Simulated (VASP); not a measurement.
Crystal: CdSe (Cadmoselite).

```
Cd Se
1.0
     4.30000    0.00000    0.00000
    -2.15000    3.72391    0.00000
     0.00000    0.00000    7.02000
Cd Se
2 2
Direct
  0.33333 0.66667 0.00000
  0.66667 0.33333 0.50000
  0.33333 0.66667 0.38500
  0.66667 0.33333 0.88500
```

| Property | Result |
| --- | --- |
| Program | VASP 6.6.1 |
| Task | relaxation of cell and atoms |
| Functional | PBEsol |
| Potentials or basis | VASP PAW PBE potentials, release 64 (Cd, Se) |
| Cutoff | 600 eV |
| k mesh | 9 × 9 × 4 |
| Occupations | gaussian, width 0.03 eV |
| Spin | no spin polarisation |

At the start: pressure 0.5 GPa; volume 28.10 Å³/atom.

Task: How do energy, volume and symmetry change on relaxing?

Result: Over 10 steps the energy falls by 4.9 meV/atom and the volume is 28.29 Å³/atom (+0.7 %); space group P6_3mc (No. 186, to 0.05 Å).

The path:
```tsv
step	energy change (eV)	largest force (eV/Å)	pressure (GPa)	volume (Å³)
1	0.0000	0.2741	0.45	112.41
2	-0.0159	0.0637	-0.25	113.69
3	-0.0159	0.0681	-0.24	113.67
4	-0.0172	0.0376	0.04	113.06
5	-0.0174	0.0227	0.18	112.78
6	-0.0185	0.0178	0.16	112.85
7	-0.0197	0.0040	0.08	113.00
8	-0.0197	0.0047	0.08	113.00
9	-0.0197	0.0031	-0.06	113.31
10	-0.0198	0.0005	0.01	113.16
```

Final structure:
```cif
data_structure
_symmetry_space_group_name_H-M 'P 1'
_symmetry_Int_Tables_number 1
_cell_length_a 4.3097
_cell_length_b 4.3097
_cell_length_c 7.0352
_cell_angle_alpha 90.000
_cell_angle_beta 90.000
_cell_angle_gamma 120.000
_cell_volume 113.16
loop_
_atom_site_label
_atom_site_type_symbol
_atom_site_fract_x
_atom_site_fract_y
_atom_site_fract_z
_atom_site_occupancy
Cd1 Cd 0.33333 0.66667 0.00467 1
Cd2 Cd 0.66667 0.33333 0.50467 1
Se1 Se 0.33333 0.66667 0.38033 1
Se2 Se 0.66667 0.33333 0.88033 1
```

Caveat: the PAW data sets were made with another functional, which shifts forces and pressure a little.
